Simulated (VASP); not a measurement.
# Pt (Fm-3m) in VASP: further runs

Runs on Pt. Level: PBE. Tasks: relaxation of cell and atoms.

All numbers are computed with VASP 6.6.1; they aren't measurements. Logs are shortened: lines on timing, memory, paths and dates and some standing lists are left out, and cuts for length are marked.

**1. The structure**

Symmetry: Fm-3m, No. 225, cubic system. Conventional cell: a = 3.922 Å, b = 3.922 Å, c = 3.922 Å, α = 90.00°, β = 90.00°, γ = 90.00°. Around Pt (site symmetry m-3m) lie 12 Pt at 2.77 Å.

**2. Relaxation of cell and atoms, PBE**

The input, INCAR:

```
SYSTEM = Pt
  ALGO = Normal
  EDIFF = 1E-7
  EDIFFG = -0.002
  ENCUT = 520
  GGA = PE
  IBRION = 2
  ISIF = 3
  ISMEAR = 0
  LASPH = .TRUE.
  LCHARG = .FALSE.
  LREAL = .FALSE.
  LWAVE = .FALSE.
  NELM = 80
  NSW = 80
  PREC = Accurate
  SIGMA = 0.1
```

The input, KPOINTS:

```
k-points
0
G
  12 12 12
  0 0 0
```

The input, POSCAR:

```
Pt
1.0
    0.0000000000      1.9609000000      1.9609000000
    1.9609000000      0.0000000000      1.9609000000
    1.9609000000      1.9609000000      0.0000000000
Pt
1
Direct
    0.0000000000      0.0000000000      0.0000000000
```

Potentials or basis: VASP PAW PBE potentials, release 64 (Pt).

The run is started by

```bash
> cat potpaw_PBE.64/Pt/POTCAR > POTCAR
> mpirun -np 1 vasp_std > vasp.out
```

OUTCAR:

```text
SYSTEM = Pt
   EDIFF = 1E-7
   EDIFFG = -0.002
   ENCUT = 520
   GGA = PE
   IBRION = 2
   ISIF = 3
   ISMEAR = 0
   LASPH = .TRUE.
   LREAL = .FALSE.
   NELM = 80
   NSW = 80
   PREC = Accurate

 ion  position               nearest neighbor table
   1  0.000  0.000  0.000-

  LATTYP: Found a face centered cubic cell.
 ALAT       =     3.9218000000

  Lattice vectors:

 A1 = (   0.0000000000,   1.9609000000,   1.9609000000)
 A2 = (   1.9609000000,   0.0000000000,   1.9609000000)
 A3 = (   1.9609000000,   1.9609000000,   0.0000000000)

Analysis of symmetry for initial positions (statically):
=====================================================================
 Subroutine PRICEL returns:
 Original cell was already a primitive cell.

 Routine SETGRP: Setting up the symmetry group for a
 face centered cubic supercell.

 Subroutine GETGRP returns: Found 48 space group operations
 (whereof 48 operations were pure point group operations)
 out of a pool of 48 trial point group operations.

The static configuration has the point symmetry O_h .

Analysis of symmetry for dynamics (positions and initial velocities):
=====================================================================
 Subroutine PRICEL returns:
 Original cell was already a primitive cell.

 Routine SETGRP: Setting up the symmetry group for a
 face centered cubic supercell.

 Subroutine GETGRP returns: Found 48 space group operations
 (whereof 48 operations were pure point group operations)
 out of a pool of 48 trial point group operations.

The dynamic configuration has the point symmetry O_h .

 Subroutine INISYM returns: Found 48 space group operations
 (whereof 48 operations are pure point group operations),
 and found     1 'primitive' translations

----------------------------------------------------------------------------------------

                                     Primitive cell

  volume of cell :      15.0798

  direct lattice vectors                    reciprocal lattice vectors
     0.000000000  1.960900000  1.960900000    -0.254984956  0.254984956  0.254984956
     1.960900000  0.000000000  1.960900000     0.254984956 -0.254984956  0.254984956
     1.960900000  1.960900000  0.000000000     0.254984956  0.254984956 -0.254984956

  length of vectors
     2.773131374  2.773131374  2.773131374     0.441646899  0.441646899  0.441646899

  position of ions in fractional coordinates (direct lattice)
     0.000000000  0.000000000  0.000000000

  ion indices of the primitive-cell ions
   primitive index   ion index
                 1           1

----------------------------------------------------------------------------------------

 KPOINTS: k-points

Automatic generation of k-mesh.
 Grid dimensions read from file:
 generate k-points for:   12   12   12

 Generating k-lattice:

  Cartesian coordinates                     Fractional coordinates (reciprocal lattice)
    -0.021248746  0.021248746  0.021248746     0.083333333  0.000000000  0.000000000
     0.021248746 -0.021248746  0.021248746     0.000000000  0.083333333  0.000000000
     0.021248746  0.021248746 -0.021248746     0.000000000  0.000000000  0.083333333

  Length of vectors
     0.036803908  0.036803908  0.036803908

  Shift w.r.t. Gamma in fractional coordinates (k-lattice)
     0.000000000  0.000000000  0.000000000

 Subroutine IBZKPT returns following result:
 ===========================================

 Found     72 irreducible k-points:

 Following reciprocal coordinates:
            Coordinates               Weight
  0.000000  0.000000  0.000000      1.000000
  0.083333  0.000000  0.000000      8.000000
  0.166667  0.000000  0.000000      8.000000
  0.250000  0.000000  0.000000      8.000000
  0.333333  0.000000  0.000000      8.000000
  0.416667  0.000000  0.000000      8.000000
[... 16 lines left out ...]
  0.500000  0.166667  0.000000     24.000000
 -0.416667  0.166667  0.000000     24.000000
 [... further k-points ...]
   k-points           NKPTS =     72   k-points in BZ     NKDIM =     72   number of bands    NBANDS=      9
   number of dos      NEDOS =    301   number of ions     NIONS =      1
   total plane-waves  NPLWV =  13824
   dimension x,y,z NGX =    24 NGY =   24 NGZ =   24
   dimension x,y,z NGXF=    48 NGYF=   48 NGZF=   48
   ions per type =               1
   NGX,Y,Z   is equivalent  to a cutoff of  14.39, 14.39, 14.39 a.u.
   NGXF,Y,Z  is equivalent  to a cutoff of  28.78, 28.78, 28.78 a.u.
 SYSTEM =  Pt
   PREC   = accura    normal or accurate (medium, high low for compatibility)
   ISTART =      0    job   : 0-new  1-cont  2-samecut
   ICHARG =      2    charge: 1-file 2-atom 10-const
   ISPIN  =      1    spin polarized calculation?
   LNONCOLLINEAR =      F non collinear calculations
   LSORBIT =      F    spin-orbit coupling
   LASPH  =      T    aspherical Exc in radial PAW
   ENCUT  =  520.0 eV  38.22 Ry    6.18 a.u.   5.16  5.16  5.16*2*pi/ulx,y,z
   NELM   =     80;   NELMIN=  2; NELMDL= -5     # of ELM steps
   EDIFF  = 0.1E-06   stopping-criterion for ELM
   LREAL  =      F    real-space projection
   EDIFFG = -.2E-02   stopping-criterion for IOM
   NSW    =     80    number of steps for IOM
   IBRION =      2    ionic relax: 0-MD 1-quasi-New 2-CG
   NFREE  =      1    steps in history (QN), initial steepest desc. (CG)
   ISIF   =      3    stress and relaxation
   ISYM   =      2    0-nonsym 1-usesym 2-fastsym
   POTIM  = 0.5000    time-step for ionic-motion
   TEBEG  =    0.0;   TEEND  =   0.0 temperature during run
   PSTRESS=    0.0 pullay stress
   NELECT =      10.0000    total number of electrons
   NUPDOWN=      -1.0000    fix difference up-down
   EMIN   =  10.00;   EMAX   =-10.00  energy-range for DOS
   EFERMI =   0.00;   METHOD = LEGACY
   ISMEAR =     0;   SIGMA  =   0.10  broadening in eV -4-tet -1-fermi 0-gaus
   EFERMI_NEDOS =   21; number of points for ismear=-14 and -15
   IALGO  =     38    algorithm
   IMIX   =      4    mixing-type and parameters
     AMIX     =   0.40;   BMIX     =  1.00
     AMIX_MAG =   1.60;   BMIX_MAG =  1.00
  volume/ion in A,a.u.               =      15.08       101.76
  Fermi-wavevector in a.u.,A,eV,Ry     =   1.427609  2.697791 27.729605  2.038068
  Thomas-Fermi vector in A             =   2.547760
   LORBIT       =      0    0 simple, 1 ext, 2 COOP (PROOUT), +10 PAW based schemes
   GGA     = PE    functional components
   LHFCALC =     F    Hartree Fock is set to
   AEXX    =    0.0000 exact exchange contribution
   IVDW    =     0    specifies the selected vdW correction
   LEPSILON=     F    determine dielectric tensor
   LRPA    =     F    only Hartree local field effects (RPA)
 conjugate gradient relaxation of ions
 non-spin polarized calculation
 Gauss-broadening in eV      SIGMA  =   0.10
  energy-cutoff  :      520.00
  volume of cell :       15.08
 maximum number of plane-waves:       419
 NGX is ok and might be reduce to    24
   NGX = 11   NGY = 11   NGZ = 11

--------------------------------------- Ionic step        1  -------------------------------------------

 number of electron      10.0000000 magnetization

 Free energy of the ion-electron system (eV)
  ---------------------------------------------------
  ext. energy  EPLUGINS =         0.00000000
  ---------------------------------------------------
  free energy    TOTEN  =        -6.08988904 eV

  energy without entropy =       -6.07940585  energy(sigma->0) =       -6.08464745

------------------------ aborting loop because EDIFF is reached ----------------------------------------

  FORCE on cell =-STRESS in cart. coord.  units (eV):
  Direction    XX          YY          ZZ          XY          YZ          ZX
  --------------------------------------------------------------------------------------
  -------------------------------------------------------------------------------------
  Total        0.9137179      0.9137179      0.9137179      0.0000000      0.0000000     -0.0000000
  in kB       97.0792425     97.0792425     97.0792425      0.0000000      0.0000000     -0.0000000
  external PRESSURE =      97.0792425 kB  Pullay stress =       0.0000000 kB
[... 20 lines left out ...]
  energy  without entropy=       -6.0794058527  energy(sigma->0) =       -6.08464745

--------------------------------------- Ionic step        2  -------------------------------------------

 number of electron      10.0000001 magnetization

 E-fermi :   8.9573     XC(G=0): -12.7218

 val. band max:        8.9571540565   @ k =  -0.4167   0.4167   0.1667
 cond. band min:       8.9600097069   @ k =   0.4167   0.2500   0.0000
 fundamental gap:      0.0028556504
 Fermi energy:         8.9573032157

 k-point     1 :       0.0000    0.0000    0.0000
  band No.  band energies     occupation
      1       0.1064      2.00000
      2       5.8889      2.00000
      3       5.8889      2.00000
      4       5.8889      2.00000
      5       7.6279      2.00000
      6       7.6279      2.00000
      7      23.8505      0.00000
      8      28.0963      0.00000
      9      28.0963      0.00000
[... 339 lines left out ...]
  FREE ENERGIE OF THE ION-ELECTRON SYSTEM (eV)
  ---------------------------------------------------
  free  energy   TOTEN  =        -6.1056403905 eV

  energy  without entropy=       -6.0949115465  energy(sigma->0) =       -6.10027597

[... ionic steps 4 to 14 ...]

--------------------------------------- Ionic step       15  -------------------------------------------

 number of electron      10.0000002 magnetization

------------------------ aborting loop because EDIFF is reached ----------------------------------------

  FORCE on cell =-STRESS in cart. coord.  units (eV):
  Direction    XX          YY          ZZ          XY          YZ          ZX
  --------------------------------------------------------------------------------------
  -------------------------------------------------------------------------------------
  Total        0.0029817      0.0029817      0.0029817     -0.0000000      0.0000000     -0.0000000
  in kB        0.3058294      0.3058294      0.3058294     -0.0000000      0.0000000     -0.0000000
  external PRESSURE =       0.3058294 kB  Pullay stress =       0.0000000 kB
[... 55 lines left out ...]
  energy  without entropy=       -6.0949371229  energy(sigma->0) =       -6.10029794

--------------------------------------- Ionic step       17  -------------------------------------------

 number of electron      10.0000002 magnetization

 Free energy of the ion-electron system (eV)
  ---------------------------------------------------
  ext. energy  EPLUGINS =         0.00000000
  ---------------------------------------------------
  free energy    TOTEN  =        -6.10566004 eV

  energy without entropy =       -6.09494048  energy(sigma->0) =       -6.10030026

 E-fermi :  10.6176     XC(G=0): -13.2776

 val. band max:       10.6146246612   @ k =  -0.4167   0.3333   0.0833
 cond. band min:      10.6180477790   @ k =  -0.4167   0.4167   0.1667
 fundamental gap:      0.0034231178
 Fermi energy:        10.6175887796

 k-point     1 :       0.0000    0.0000    0.0000
  band No.  band energies     occupation
      1       0.7739      2.00000
      2       7.0301      2.00000
      3       7.0301      2.00000
      4       7.0301      2.00000
      5       9.0643      2.00000
      6       9.0643      2.00000
      7      25.3301      0.00000
      8      30.0980      0.00000
      9      30.0980      0.00000
[... 304 lines left out ...]
  FREE ENERGIE OF THE ION-ELECTRON SYSTEM (eV)
  ---------------------------------------------------
  free  energy   TOTEN  =        -6.1056600397 eV

  energy  without entropy=       -6.0949404760  energy(sigma->0) =       -6.10030026

 reached required accuracy - stopping structural energy minimisation
```

Wall time 26 s (1 thread of Intel Xeon 6975P-C (Granite Rapids), shared host); peak memory 0.15 GiB.

What came out:

* Free energy: -6.1057 eV
* Relaxed volume: 15.62 Å³/atom
* Relaxed cell: a = 2.806 Å, b = 2.806 Å, c = 2.806 Å, α = 60.00°, β = 60.00°, γ = 60.00°
* Space group after relaxing (to 0.05 Å): Fm-3m (No. 225)
* Energy gained by relaxing: 15.8 meV/atom
* Ionic steps: 17
* Pressure after relaxing: 0.0 GPa
* Band gap on the k mesh: none (metal or under the smearing width)

Step by step:
```
step  energy change (eV)  largest force (eV/Å)  pressure (GPa)  volume (Å³)
   1              0.0000                0.0000            9.71        15.08
   2              0.0804                0.0000          -17.96        17.16
   3             -0.0158                0.0000           -0.30        15.64
   4             -0.0158                0.0000           -0.02        15.62
   5             -0.0158                0.0000            0.16        15.61
   6             -0.0158                0.0000            0.16        15.61
   7             -0.0158                0.0000            0.13        15.61
   8             -0.0158                0.0000            0.13        15.61
   9             -0.0158                0.0000            0.13        15.61
  10             -0.0158                0.0000            0.13        15.61
  11             -0.0158                0.0000            0.13        15.61
  12             -0.0158                0.0000            0.12        15.62
  13             -0.0158                0.0000            0.10        15.62
  14             -0.0158                0.0000            0.08        15.62
  15             -0.0158                0.0000            0.03        15.62
  16             -0.0158                0.0000           -0.07        15.63
  17             -0.0158                0.0000            0.00        15.62
```

Final structure:
```yaml
crystal:
  lattice:
    - [0.00000, 1.98414, 1.98414]
    - [1.98414, 0.00000, 1.98414]
    - [1.98414, 1.98414, 0.00000]
  atoms:
    - { symbol: Pt, position: [0.00000, 0.00000, 0.00000] }
```

**3. Relaxation of cell and atoms, PBE**

This run uses another cell than the first one, of 15.62 Å³/atom, 1.036 times its volume.

INCAR is that of step 2.

KPOINTS is that of step 2.

The input, POSCAR:

```
Pt                                      
1.0
    0.0000000000      1.9841445908      1.9841445908
    1.9841445908     -0.0000000000      1.9841445908
    1.9841445908      1.9841445908     -0.0000000000
  Pt            
     1
Direct
     0.0000000000000000    0.0000000000000000    0.0000000000000000
```

Potentials or basis: VASP PAW PBE potentials, release 64 (Pt).

The run is started by

```bash
> cat potpaw_PBE.64/Pt/POTCAR > POTCAR
> mpirun -np 1 vasp_std > vasp.out
```

It took 4 s on 1 thread of Intel Xeon 6975P-C (Granite Rapids), shared host; peak memory 0.14 GiB.

It converged, with:

| Quantity | Value |
| --- | --- |
| Free energy | -6.1062 eV |
| Pressure after relaxing | 0.0 GPa |
| Band gap on the k mesh | none (metal or under the smearing width) |

Final structure:
```
Pt
1.0
     0.00000    1.98414    1.98414
     1.98414    0.00000    1.98414
     1.98414    1.98414    0.00000
Pt
1
Cartesian
  0.0000 0.0000 0.0000
```

Levels at points of the mesh, in eV from the Fermi level:
```
           k point  band 2  band 3  band 4  band 5  band 6  band 7  band 8  band 9
(0.00, 0.00, 0.00)   -3.59   -3.59   -3.59   -1.55   -1.55   14.71   19.48   19.48
(0.50, 0.00, 0.00)   -3.65   -3.65   -0.35    0.02    0.02    5.56   14.27   18.72
(0.50, 0.50, 0.00)   -6.27   -0.01    0.45    0.45    1.83    8.49   11.26   11.26
```

Caveat: the relaxation stopped at its first step, so nothing moved. Spin-orbit coupling is left out, which matters for the levels of Pt.
